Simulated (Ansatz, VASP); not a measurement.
One calculation of HfO2, two programs

The input INCAR:

```
SYSTEM = HfO2
PREC = Accurate
ENCUT = 520
EDIFF = 1E-6
ISMEAR = -1
SIGMA = 0.01
LREAL = .FALSE.
LASPH = .TRUE.
NELM = 80
ALGO = Normal
ISIF = 2
LWAVE = .FALSE.
LCHARG = .TRUE.
GGA = PE
LELF = .TRUE.
LVHAR = .TRUE.
NBANDS = 18
```

File KPOINTS:

```
regular mesh
0
G
  9 9 9
  0 0 0
```

POSCAR

```
HfO2
1.0
    0.0000000000      2.6076597933      2.6076597933
    2.6076597933      0.0000000000      2.6076597933
    2.6076597933      2.6076597933      0.0000000000
Hf O
1 2
Direct
    0.0000000000      0.0000000000      0.0000000000
    0.2500000000      0.2500000000      0.2500000000
    0.7500000000      0.7500000000      0.7500000000
```

Input for Ansatz:

```yaml
crystal:
  lattice:
    - [0.0, 2.6076597933, 2.6076597933]
    - [2.6076597933, 0.0, 2.6076597933]
    - [2.6076597933, 2.6076597933, 0.0]
  atoms:
    - { symbol: Hf, position: [0.0, 0.0, 0.0] }
    - { symbol: O, position: [0.25, 0.25, 0.25] }
    - { symbol: O, position: [0.75, 0.75, 0.75] }
kpoints:
  mp_grid: { grid: [9, 9, 9] }
  band_path:
    path:
      - [0.0, 0.0, 0.0]
      - [0.5, 0.0, 0.5]
      - [0.625, 0.25, 0.625]
      - [0.375, 0.375, 0.75]
      - [0.0, 0.0, 0.0]
      - [0.5, 0.5, 0.5]
      - [0.5, 0.25, 0.75]
      - [0.5, 0.0, 0.5]
    npoints: 5
scf:
  occupations: { method: fermi_dirac, width: 0.01 }
hamiltonian:
  xc: pbe
  pseudopotentials: { kind: all_electron, lapw: { basis_error: 0.001 } }
output:
  forces: true
  stress: true
  eigenvalues: true
```

Change from the starting cell: volume scaled by 1.06.

Alike in both runs: task single point; functional PBE; k mesh 9 × 9 × 9; occupations fermi-dirac, width 0.01 eV; no spin polarisation.

|  | VASP | Ansatz |
| --- | --- | --- |
| version | VASP 6.6.1 | Ansatz 0.2.0 |
| potentials or method | VASP PAW PBE potentials, release 64 (Hf_pv, O) | all-electron LAPW, scalar-relativistic |
| plane-wave cutoff (eV) | 520 | see its input |

Ansatz gave:

| Quantity | Value |
| --- | --- |
| gap on the k mesh at the Fermi level (eV) | 3.66 |
| pressure (GPa) | -14.6 |

Q: Which values does VASP return?

A: gap on the k mesh at the Fermi level (eV): 3.66; pressure (GPa): -17.6.

Ansatz ran all-electron here, so the differences hold the error of VASP's frozen core and of both bases.

Caveats: so large a pressure means that the cell lies far from this level's equilibrium, or that cutoff or potentials fall short (VASP); spin-orbit coupling is left out, which moves the levels of the heavy elements; an odd mesh through Γ misses points on the zone boundary, where band edges often lie.
